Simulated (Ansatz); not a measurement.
# BP: the cost of one run

Computed with Ansatz 0.2.0 (DFT PBE, scalar-relativistic, plane waves, PAW, unless a step's input says otherwise).

1 further run of the same task is left out (set aside as unsound or not needed).

## 1. Starting point

It takes space group F-43m (No. 216, cubic). The conventional cell has a = 4.548 Å, b = 4.548 Å, c = 4.548 Å, α = 90.00°, β = 90.00°, γ = 90.00°. B (site symmetry -43m) is surrounded by 4 P at 1.97 Å. P (site symmetry -43m) is surrounded by 4 B at 1.97 Å.

Structure file:

```cif
data_structure
_symmetry_space_group_name_H-M 'P 1'
_symmetry_Int_Tables_number 1
_cell_length_a 3.2161
_cell_length_b 3.2161
_cell_length_c 3.2161
_cell_angle_alpha 60.000
_cell_angle_beta 60.000
_cell_angle_gamma 60.000
_cell_volume 23.52
loop_
_atom_site_label
_atom_site_type_symbol
_atom_site_fract_x
_atom_site_fract_y
_atom_site_fract_z
_atom_site_occupancy
B1 B 0.00000 0.00000 0.00000 1
P1 P 0.25000 0.25000 0.25000 1
```

It goes back to an entry of the Materials Project.

It is the result of an earlier relaxation at this level (volume 11.76 Å³/atom; gap on the mesh: 1.25 eV).

## 2. The gap over the whole zone

Contents of input.yaml:

```yaml
crystal:
  lattice:
    - [0.0, 2.2740963337, 2.2740963337]
    - [2.2740963337, 0.0, 2.2740963337]
    - [2.2740963337, 2.2740963337, 0.0]
  atoms:
    - { symbol: B, position: [0.0, 0.0, 0.0] }
    - { symbol: P, position: [0.25, 0.25, 0.25] }
basis:
  ecutwfc: 420
kpoints:
  mp_grid: { grid: [10, 10, 10] }
  band_path: { path: [VBM, CBM], npoints: 2 }
hamiltonian:
  xc: pbe
scf:
  occupations: { method: gaussian, width: 0.02 }
output:
  forces: true
  stress: true
  eigenvalues: true
checkpoint:
  read: start.run
  write: ck
  compress: false
  write_wavefunctions: false
  write_every: 100000
```

What time and memory should one allow on 1 thread of an Arm CPU, shared host?

About 3.6 s, with a peak of 0.26 GiB.
